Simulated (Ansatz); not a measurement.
**Li (Im-3m): relaxations under a series of pressures**

Aim: relaxations under a series of pressures, for Li (Im-3m), run from a script.

All numbers are computed with Ansatz 0.2.0, driven from Python. Level of theory: DFT r2SCAN, plane waves, PAW.

## (1) Starting point

Symmetry: Im-3m, No. 229, cubic system. The conventional cell has a = 3.509 Å, b = 3.509 Å, c = 3.509 Å, α = 90.00°, β = 90.00°, γ = 90.00°. Li (site symmetry m-3m) is surrounded by 8 Li at 3.04 Å.

The script holds or builds the structure itself.

## (2) Script

compress.py reads:

```python
"""Volume and enthalpy of Li against pressure."""

import ansatz
import numpy as np
from pymatgen.core import Lattice, Structure
from pymatgen.io.ase import AseAtomsAdaptor

def edges_and_angles(cell):
    cell = np.asarray(cell)
    a, b, c = np.linalg.norm(cell, axis=1)
    cosines = cell[1] @ cell[2] / (b * c), cell[0] @ cell[2] / (a * c), cell[0] @ cell[1] / (a * b)
    return (a, b, c, *np.degrees(np.arccos(cosines)))


def main() -> None:
    pmg_structure = Structure(
        Lattice([(-1.75465, 1.75465, 1.75465), (1.75465, -1.75465, 1.75465), (1.75465, 1.75465, -1.75465)]),
        ["Li"],
        [
            (0.0, 0.0, 0.0),
        ],
    )
    xtal = ansatz.Crystal.from_ase(AseAtomsAdaptor.get_atoms(pmg_structure))

    calculation = (
        xtal.calculation()
        .functional("r2scan")
        .kpoints(11, center="gamma")
        .occupations("methfessel_paxton")
    )

    # H = F + PV, with 1 GPa A^3 = 1/160.21766 eV
    rows = []
    for pressure in [0, 10, 20, 30, 40]:
        done = calculation.relax(cell=True, pressure=pressure, force_tolerance=0.05).run()
        cell = done.lattice.cell_ang
        n_atoms = len(done.lattice.sites)
        volume = abs(np.linalg.det(cell)) / n_atoms
        enthalpy = done.report["free_energy_ev"] / n_atoms + pressure * volume / 160.21766
        rows.append((pressure, volume, enthalpy, *edges_and_angles(cell)))
        print(f"{pressure} GPa done: {volume:.4f} A^3/atom")

    print(" P (GPa)  V (A^3/atom)  H (eV/atom)     a       b       c")
    for row in rows:
        print("{:8.1f} {:12.4f} {:14.5f} {:7.4f} {:7.4f} {:7.4f}".format(*row[:6]))
    p, v = np.array([row[0] for row in rows], float), np.array([row[1] for row in rows])
    print("mean bulk modulus between rows (GPa):", np.round(-np.diff(p) / np.diff(np.log(v)), 1))


if __name__ == "__main__":
    main()
```

## (3) The calls as engine input

The package turns the script's settings into the engine's input (first run):

```yaml
crystal:
  lattice:
    - [-1.75465, 1.75465, 1.75465]
    - [1.75465, -1.75465, 1.75465]
    - [1.75465, 1.75465, -1.75465]
  atoms:
    - { symbol: Li, position: [0.0, 0.0, 0.0] }
kpoints:
  mp_grid:
    grid: [11, 11, 11]
    shift: [0.0, 0.0, 0.0]
hamiltonian:
  xc: r2scan
scf:
  occupations:
    method: methfessel_paxton
relax:
  f_tol: 0.05
  cell:
    p_target: 0.0
```

## (4) The run

Run with:

```bash
python compress.py
```

**Question.** How far does the cell shrink over this series of pressures, and what bulk modulus does the first step imply?

As calculated:

| quantity | value |
| --- | --- |
| bulk modulus between neighbouring pressures | 25.3 to 105.7 GPa |
| runs compared | 5 |
| range of energy | 789.36 meV/atom |

**Reading.** The crystal stiffens as it is compressed. The volume falls from 20.99 Å³ an atom at 0 GPa to 9.45 at 40 GPa, by 55.0 %. Between 0 and 10 GPa, -V dP/dV is about 25 GPa, a mean over that step. In run 1, over 2 moves the cell shrank by 2.9 % in volume, and the space group stayed Im-3m. In run 5, the volume shrank by 56.2 % over 6 moves under the 40 GPa asked, and the space group stayed Im-3m. What to keep in mind:
- At a fixed pressure a relaxation lowers the enthalpy F + PV, while F alone can rise.
- For a metal this k-point mesh is coarse: on a finer one energies can move by several to tens of meV an atom and pressures by half a GPa or more, differences at one mesh by less.
- Symmetry holds the cell in this phase, so another phase that may be stable under pressure is not reached.
